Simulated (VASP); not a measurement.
# Hg in VASP: single point with PBE

Aim: the single point of Hg with PBE.

Everything below comes from runs of VASP 6.6.1. Logs are shortened: lines on timing, memory, paths and dates and some standing lists are left out, and cuts for length are marked.

**1. The crystal as given**

The cell holds a amorphous, 2 atoms: a = 3.858 Å, b = 3.260 Å, c = 4.147 Å, α = 90.26°, β = 79.72°, γ = 88.53°.

The cell was built by a generator and needn't be a form met in nature.

**2. Single point, PBE**

The input, INCAR:

```
PREC = Accurate
ENCUT = 520
EDIFF = 1E-6
ISMEAR = -1
SIGMA = 0.1
LREAL = False
LASPH = True
NELM = 80
ALGO = Fast
ISIF = 2
LWAVE = False
LCHARG = True
GGA = PE
LELF = True
LVHAR = True
NBANDS = 19
```

The input, KPOINTS:

```
Automatic mesh
0
Gamma
  5 6 5
  0.5 0.5 0.5
```

The input, POSCAR:

```
Hg
1.0
    3.8215020000     -0.2604980000      0.4598480000
    0.3273780000      3.2383440000     -0.1859950000
    0.2624350000      0.1922270000      4.1341760000
Hg
2
Direct
    0.7456000000      0.3906680000      0.7289090000
    0.3257580000      0.9313490000      0.2838870000
```

Potentials or basis: VASP PAW PBE potentials, release 64 (Hg).

Command:

```bash
$ cat potpaw_PBE.64/Hg/POTCAR > POTCAR
$ mpirun -np 1 vasp_std > vasp.out
```

OUTCAR:

```text
PREC = Accurate
   ENCUT = 520
   EDIFF = 1E-6
   ISMEAR = -1
   LREAL = False
   LASPH = True
   NELM = 80
   ISIF = 2
   GGA = PE

 ion  position               nearest neighbor table
   1  0.746  0.391  0.729-   2 3.00   2 3.00   2 3.07   2 3.08   2 3.18   2 3.21   2 3.77
   2  0.326  0.931  0.284-   1 3.00   1 3.00   1 3.07   1 3.08   1 3.18   1 3.21   1 3.77

  LATTYP: Found a triclinic cell.
 ALAT       =     8.2071446421
 B/A-ratio  =     0.6076137108
 C/A-ratio  =     1.4334594608
 COS(alpha) =     0.0038053363
 COS(beta)  =     0.6090776061
 COS(gamma) =     0.7882331052

  Lattice vectors:

 A1 = (   2.9043110000,  -6.9294130000,  -3.3023380000)
 A2 = (   3.4941240000,  -3.4988420000,   0.6458430000)
 A3 = (  -5.0011280000,  -6.6006440000,  -8.3562100000)

Analysis of symmetry for initial positions (statically):
=====================================================================
 Subroutine PRICEL returns:
 Original cell was already a primitive cell.

 Routine SETGRP: Setting up the symmetry group for a
 triclinic supercell.

 Subroutine GETGRP returns: Found  2 space group operations
 (whereof  1 operations were pure point group operations)
 out of a pool of  2 trial point group operations.

The static configuration has the point symmetry C_1 .
 The point group associated with its full space group is S_2 .

Analysis of symmetry for dynamics (positions and initial velocities):
=====================================================================
 Subroutine PRICEL returns:
 Original cell was already a primitive cell.

 Routine SETGRP: Setting up the symmetry group for a
 triclinic supercell.

 Subroutine GETGRP returns: Found  2 space group operations
 (whereof  1 operations were pure point group operations)
 out of a pool of  2 trial point group operations.

The dynamic configuration has the point symmetry C_1 .
 The point group associated with its full space group is S_2 .

 Subroutine INISYM returns: Found  2 space group operations
 (whereof  1 operations are pure point group operations),
 and found     1 'primitive' translations

----------------------------------------------------------------------------------------

                                     Primitive cell

  volume of cell :      51.3019

  direct lattice vectors                    reciprocal lattice vectors
     3.821502000 -0.260498000  0.459848000     0.261659781 -0.027333307 -0.015339087
     0.327378000  3.238344000 -0.185995000     0.022715345  0.305604459 -0.015651663
     0.262435000  0.192227000  4.134176000    -0.028082691  0.016789335  0.242888188

  length of vectors
     3.857874665  3.260159867  4.146954852     0.263530337  0.306846943  0.245082009

  position of ions in fractional coordinates (direct lattice)
     0.745600000  0.390668000  0.728909000
     0.325758000  0.931349000  0.283887000

  ion indices of the primitive-cell ions
   primitive index   ion index
                 1           1
                 2           2

----------------------------------------------------------------------------------------

 KPOINTS: Automatic mesh

Automatic generation of k-mesh.
 Grid dimensions read from file:
 generate k-points for:    5    6    5

 Generating k-lattice:

  Cartesian coordinates                     Fractional coordinates (reciprocal lattice)
     0.052331956 -0.005466661 -0.003067817     0.200000000  0.000000000  0.000000000
     0.003785891  0.050934076 -0.002608611    -0.000000000  0.166666667 -0.000000000
    -0.005616538  0.003357867  0.048577638     0.000000000  0.000000000  0.200000000

  Length of vectors
     0.052706067  0.051141157  0.049016402

  Shift w.r.t. Gamma in fractional coordinates (k-lattice)
     0.500000000  0.500000000  0.500000000

 Subroutine IBZKPT returns following result:
 ===========================================

 Found     75 irreducible k-points:

 Following reciprocal coordinates:
            Coordinates               Weight
  0.100000  0.083333  0.100000      2.000000
  0.300000  0.083333  0.100000      2.000000
  0.500000  0.083333  0.100000      2.000000
 -0.300000  0.083333  0.100000      2.000000
 -0.100000  0.083333  0.100000      2.000000
  0.100000  0.250000  0.100000      2.000000
[... 16 lines left out ...]
  0.500000 -0.250000  0.100000      2.000000
 -0.300000 -0.250000  0.100000      2.000000
 [... further k-points ...]
   k-points           NKPTS =     75   k-points in BZ     NKDIM =     75   number of bands    NBANDS=     19
   number of dos      NEDOS =    301   number of ions     NIONS =      2
   total plane-waves  NPLWV =  23040
   dimension x,y,z NGX =    30 NGY =   24 NGZ =   32
   dimension x,y,z NGXF=    60 NGYF=   48 NGZF=   64
   ions per type =               2
   NGX,Y,Z   is equivalent  to a cutoff of  12.93, 12.24, 12.83 a.u.
   NGXF,Y,Z  is equivalent  to a cutoff of  25.86, 24.48, 25.66 a.u.
 SYSTEM =  unknown system
   PREC   = accura    normal or accurate (medium, high low for compatibility)
   ISTART =      0    job   : 0-new  1-cont  2-samecut
   ICHARG =      2    charge: 1-file 2-atom 10-const
   ISPIN  =      1    spin polarized calculation?
   LNONCOLLINEAR =      F non collinear calculations
   LSORBIT =      F    spin-orbit coupling
   LASPH  =      T    aspherical Exc in radial PAW
   ENCUT  =  520.0 eV  38.22 Ry    6.18 a.u.   7.17  6.06  7.71*2*pi/ulx,y,z
   NELM   =     80;   NELMIN=  2; NELMDL= -5     # of ELM steps
   EDIFF  = 0.1E-05   stopping-criterion for ELM
   LREAL  =      F    real-space projection
   EDIFFG = 0.1E-04   stopping-criterion for IOM
   NSW    =      0    number of steps for IOM
   IBRION =     -1    ionic relax: 0-MD 1-quasi-New 2-CG
   NFREE  =      0    steps in history (QN), initial steepest desc. (CG)
   ISIF   =      2    stress and relaxation
   ISYM   =      2    0-nonsym 1-usesym 2-fastsym
   POTIM  = 0.5000    time-step for ionic-motion
   TEBEG  =    0.0;   TEEND  =   0.0 temperature during run
   PSTRESS=    0.0 pullay stress
   NELECT =      24.0000    total number of electrons
   NUPDOWN=      -1.0000    fix difference up-down
   EMIN   =  10.00;   EMAX   =-10.00  energy-range for DOS
   EFERMI =   0.00;   METHOD = LEGACY
   ISMEAR =    -1;   SIGMA  =   0.10  broadening in eV -4-tet -1-fermi 0-gaus
   EFERMI_NEDOS =   21; number of points for ismear=-14 and -15
   IALGO  =     68    algorithm
   IMIX   =      4    mixing-type and parameters
     AMIX     =   0.40;   BMIX     =  1.00
     AMIX_MAG =   1.60;   BMIX_MAG =  1.00
  volume/ion in A,a.u.               =      25.65       173.10
  Fermi-wavevector in a.u.,A,eV,Ry     =   1.270869  2.401594 21.974883  1.615108
  Thomas-Fermi vector in A             =   2.403833
   LORBIT       =      0    0 simple, 1 ext, 2 COOP (PROOUT), +10 PAW based schemes
   GGA     = PE    functional components
   LHFCALC =     F    Hartree Fock is set to
   AEXX    =    0.0000 exact exchange contribution
   IVDW    =     0    specifies the selected vdW correction
   LEPSILON=     F    determine dielectric tensor
   LRPA    =     F    only Hartree local field effects (RPA)
 non-spin polarized calculation
 RMM-DIIS sequential band-by-band and
  energy-cutoff  :      520.00
  volume of cell :       51.30
 maximum number of plane-waves:      1394
 NGX is ok and might be reduce to    30
   NGX = 15   NGY = 13   NGZ = 15

 number of electron      23.9999999 magnetization

 Free energy of the ion-electron system (eV)
  ---------------------------------------------------
  ext. energy  EPLUGINS =         0.00000000
  ---------------------------------------------------
  free energy    TOTEN  =        -0.19076589 eV

  energy without entropy =       -0.17338401  energy(sigma->0) =       -0.18207495

 E-fermi :   2.1870     XC(G=0): -10.3564

 val. band max:        1.9886701318   @ k =   0.3000  -0.2500   0.3000
 cond. band min:       2.2017103815   @ k =   0.5000   0.0833   0.5000
 fundamental gap:      0.2130402497
 Fermi energy:         2.1870114655

 k-point     1 :       0.1000    0.0833    0.1000
  band No.  band energies     occupation
      1      -6.2236      2.00000
      2      -5.5735      2.00000
      3      -5.2876      2.00000
      4      -4.9906      2.00000
      5      -4.8796      2.00000
      6      -4.4820      2.00000
[... 11 lines left out ...]
     18      15.2510      0.00000
     19      16.9792      0.00000

 k-point     2 :       0.3000    0.0833    0.1000
  band No.  band energies     occupation
      1      -5.7515      2.00000
      2      -5.4751      2.00000
      3      -5.0367      2.00000
      4      -4.8378      2.00000
      5      -4.7561      2.00000
      6      -4.5832      2.00000
[... 11 lines left out ...]
     18      15.1880      0.00000
     19      15.7979      0.00000

 k-point     3 :       0.5000    0.0833    0.1000
  band No.  band energies     occupation
      1      -5.3451      2.00000
      2      -5.2757      2.00000
      3      -4.9311      2.00000
      4      -4.8122      2.00000
      5      -4.6403      2.00000
      6      -4.5655      2.00000
[... 11 lines left out ...]
     18      13.2212      0.00000
     19      16.1679      0.00000

 k-point     4 :      -0.3000    0.0833    0.1000
  band No.  band energies     occupation
      1      -5.3943      2.00000
      2      -5.3582      2.00000
      3      -5.0609      2.00000
      4      -4.8134      2.00000
      5      -4.7158      2.00000
      6      -4.5355      2.00000
[... 11 lines left out ...]
     18      14.6435      0.00000
     19      15.7616      0.00000

 k-point     5 :      -0.1000    0.0833    0.1000
  band No.  band energies     occupation
      1      -6.0769      2.00000
      2      -5.5174      2.00000
      3      -5.2823      2.00000
      4      -5.0132      2.00000
      5      -4.7303      2.00000
      6      -4.4983      2.00000
[... 11 lines left out ...]
     18      15.3295      0.00000
     19      15.3890      0.00000
[... 334 lines left out ...]
      2      -5.2763      2.00000
      3      -5.1012      2.00000
      4      -5.0361      2.00000
      5      -4.8166      2.00000
      6      -4.6892      2.00000
[... 11 lines left out ...]
     18      12.7247      0.00000
     19      14.7964      0.00000

 k-point    22 :       0.3000   -0.2500    0.1000
  band No.  band energies     occupation
      1      -5.4052      2.00000
      2      -5.1257      2.00000
      3      -5.0854      2.00000
      4      -4.9558      2.00000
      5      -4.8031      2.00000
      6      -4.5157      2.00000
[... 11 lines left out ...]
     18      13.7815      0.00000
     19      15.9242      0.00000

 k-point    23 :       0.5000   -0.2500    0.1000
  band No.  band energies     occupation
      1      -5.3979      2.00000
      2      -5.2234      2.00000
      3      -5.1685      2.00000
      4      -5.0039      2.00000
      5      -4.4888      2.00000
      6      -4.4282      2.00000
[... 11 lines left out ...]
     18      13.0152      0.00000
     19      14.6761      0.00000

 k-point    24 :      -0.3000   -0.2500    0.1000
  band No.  band energies     occupation
      1      -5.4315      2.00000
      2      -5.2187      2.00000
      3      -5.1257      2.00000
      4      -5.0068      2.00000
      5      -4.7130      2.00000
      6      -4.4520      2.00000
[... 11 lines left out ...]
     18      12.8830      0.00000
     19      14.0318      0.00000

 [... further k-points ...]
[... 5 lines left out ...]
  --------------------------------------------------------------------------------------
  -------------------------------------------------------------------------------------
  Total        1.0764015      1.2636096      1.2152624     -0.0551105      0.0869003     -0.3192961
  in kB       33.6164334     39.4630149     37.9531126     -1.7211216      2.7139298     -9.9717410
  external PRESSURE =      37.0108536 kB  Pullay stress =       0.0000000 kB

 VOLUME and BASIS-vectors are now :
 -----------------------------------------------------------------------------
  energy-cutoff  :      520.00
  volume of cell :       51.30
      direct lattice vectors                 reciprocal lattice vectors
     3.821502000 -0.260498000  0.459848000     0.261659781 -0.027333307 -0.015339087
     0.327378000  3.238344000 -0.185995000     0.022715345  0.305604459 -0.015651663
     0.262435000  0.192227000  4.134176000    -0.028082691  0.016789335  0.242888188

 POSITION                                       TOTAL-FORCE (eV/Angst)
 -----------------------------------------------------------------------------------
      3.16850      1.21101      3.28364         0.142159      0.127153      0.120128
      1.62429      2.98574      1.15021        -0.142159     -0.127153     -0.120128
 -----------------------------------------------------------------------------------
    total drift:                               -0.000003     -0.000021      0.000005

  FREE ENERGIE OF THE ION-ELECTRON SYSTEM (eV)
  ---------------------------------------------------
  free  energy   TOTEN  =        -0.1907658876 eV

  energy  without entropy=       -0.1733840115  energy(sigma->0) =       -0.18207495
```

Wall time 42 s (1 thread of Intel Xeon Platinum 8559C (Emerald Rapids), shared host); peak memory 0.18 GiB.

Results:

```yaml
Free_energy: -0.1908 eV
Pressure: 3.7 GPa
Largest_force: 0.225 eV/Å
Band_gap_on_the_k_mesh: none (metal or under the smearing width)
```

Forces on the atoms (eV/Å):
```
Hg   0.142  0.127  0.120
Hg  -0.142 -0.127 -0.120
```

Levels at points of the mesh, in eV from the Fermi level:
```tsv
k point	band 8	band 9	band 10	band 11	band 12	band 13	band 14	band 15	band 16	band 17
(0.10, 0.08, 0.10)	-6.22	-6.06	-5.92	-5.66	0.90	2.22	4.67	6.65	7.94	9.06
```

Spin-orbit coupling is left out, which matters for the levels of Hg.
